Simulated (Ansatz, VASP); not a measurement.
**One calculation of FePt (Tetraferroplatinum), two programs**

INCAR

```
PREC     = Accurate       # precision mode
ENCUT    = 520            # plane-wave cutoff, eV
EDIFF    = 1E-7           # SCF threshold, eV
ISMEAR   = 0              # smearing method
SIGMA    = 0.028000000000000004 # smearing width, eV
LREAL    = F              # projectors in reciprocal space
LASPH    = T              # aspherical terms in the spheres
NELM     = 150            # most SCF steps
ALGO     = Fast           # electronic algorithm
ISIF     = 2              # what is computed and relaxed
LWAVE    = F              # write WAVECAR
LCHARG   = F              # write CHGCAR
ISPIN    = 2              # spin polarisation
MAGMOM   = 0 3            # initial moments
LORBIT   = 11             # projections on sites
LMAXMIX  = 4              # l up to which the mixer works
GGA      = PE             # functional
NBANDS   = 20             # bands
```

Contents of KPOINTS:

```
regular mesh
0
Gamma
  10 10 7
```

File POSCAR:

```
FePt
1.0
    2.7235000000      0.0000000000      0.0000000000
    0.0000000000      2.7235000000      0.0000000000
    0.0000000000      0.0000000000      3.7200000000
Pt Fe
1 1
Direct
    0.5000000000      0.5000000000      0.5000000000
    0.0000000000      0.0000000000      0.0000000000
```

File input.yaml:

```yaml
crystal:
  lattice:
    - [2.7235, 0.0, 0.0]
    - [0.0, 2.7235, 0.0]
    - [0.0, 0.0, 3.72]
  atoms:
    - { symbol: Pt, position: [0.5, 0.5, 0.5] }
    - { symbol: Fe, position: [0.0, 0.0, 0.0], spin: 3.0 }
kpoints:
  mp_grid: { grid: [10, 10, 7] }
scf:
  occupations: { method: gaussian, width: 0.028 }
hamiltonian:
  xc: pbe
  pseudopotentials: { kind: all_electron, lapw: { basis_error: 0.001 } }
magnetization:
  spin_polarized: true
output:
  forces: true
  stress: true
  eigenvalues: true
```

Alike in both runs: task single point; functional PBE; k mesh 10 × 10 × 7; occupations gaussian, width 0.028 eV; collinear spin.

|  | VASP | Ansatz |
| --- | --- | --- |
| version | VASP 6.6.1 | Ansatz 0.2.0 |
| potentials or method | VASP PAW PBE potentials, release 64 (Pt, Fe) | all-electron LAPW, scalar-relativistic |
| plane-wave cutoff (eV) | 520 | see its input |

|  | VASP | Ansatz | Ansatz less VASP |
| --- | --- | --- | --- |
| gap on the k mesh at the Fermi level (eV) | none | none | - |
| pressure (GPa) | 2.9 | 3.3 | +0.44 |
| largest component of the traceless stress (GPa) | 0.34 | 0.26 | -0.073 |
| net moment per atom (μB) | 1.63 | 1.64 | +0.007 |
| size of the moment on the site where the two differ most (μB) | 2.91 | 2.97 | +0.054 |

Site moments also hang on the region over which each program counts them. A gap of «none» marks a metal or a gap that the smearing closes. Ansatz ran all-electron here, so the differences hold the error of VASP's frozen core and of both bases.

Spin-orbit coupling is left out, which matters for the levels of Pt.
